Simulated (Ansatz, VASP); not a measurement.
**One calculation of Al, two programs**

Contents of INCAR:

```
SYSTEM = Al
  ALGO = Normal
  EDIFF = 1E-7
  EDIFFG = -0.005
  ENCUT = 600
  GGA = CA
  IBRION = 2
  ISIF = 3
  ISMEAR = 0
  LASPH = .TRUE.
  LCHARG = .FALSE.
  LREAL = .FALSE.
  LWAVE = .FALSE.
  NELM = 60
  NSW = 100
  PREC = Accurate
  SIGMA = 0.1
```

File KPOINTS:

```
k-points
0
G
  18 18 18
  0 0 0
```

Contents of POSCAR:

```
Al
1.0
    0.0000000000      2.0194648500      2.0194648500
    2.0194648500      0.0000000000      2.0194648500
    2.0194648500      2.0194648500      0.0000000000
Al
1
Direct
    0.0000000000      0.0000000000      0.0000000000
```

Input for Ansatz:

```yaml
crystal:
  lattice:
    - [0.0, 2.01946485, 2.01946485]
    - [2.01946485, 0.0, 2.01946485]
    - [2.01946485, 2.01946485, 0.0]
  atoms:
    - { symbol: Al, position: [0.0, 0.0, 0.0] }
basis:
  ecutwfc: 420
kpoints:
  mp_grid: { grid: [18, 18, 18] }
hamiltonian:
  xc: lda
scf:
  occupations: { method: gaussian, width: 0.1 }
output:
  forces: true
  stress: true
  eigenvalues: true
relax:
  adjacent_minimum: "off"
  f_tol: 0.005
  max_steps: 80
  cell: { stress_tol: 0.05 }
```

Alike in both runs: task relaxation of cell and atoms; functional LDA; k mesh 18 × 18 × 18; occupations gaussian, width 0.1 eV; no spin polarisation.

|  | VASP | Ansatz |
| --- | --- | --- |
| version | VASP 6.6.1 | Ansatz 0.2.0 |
| potentials or method | VASP PAW LDA potentials, release 64 (Al) | scalar-relativistic, plane waves, PAW |
| plane-wave cutoff (eV) | 600 | 420 |
| valence electrons in the cell | 3 | 3 |

|  | VASP | Ansatz | Ansatz less VASP |
| --- | --- | --- | --- |
| gap on the k mesh at the Fermi level, each at its own relaxed structure (eV) | none | none | - |
| relaxed volume (Å³/atom) | 15.82 | 15.80 | -0.013 |
| relaxed cell length with the largest relative difference (Å) | 2.818 | 2.817 | -0.0008 |
| energy change over the relaxation (meV/atom) | -6 | -7 | -0.2 |

A gap of «none» marks a metal or a gap that the smearing closes.
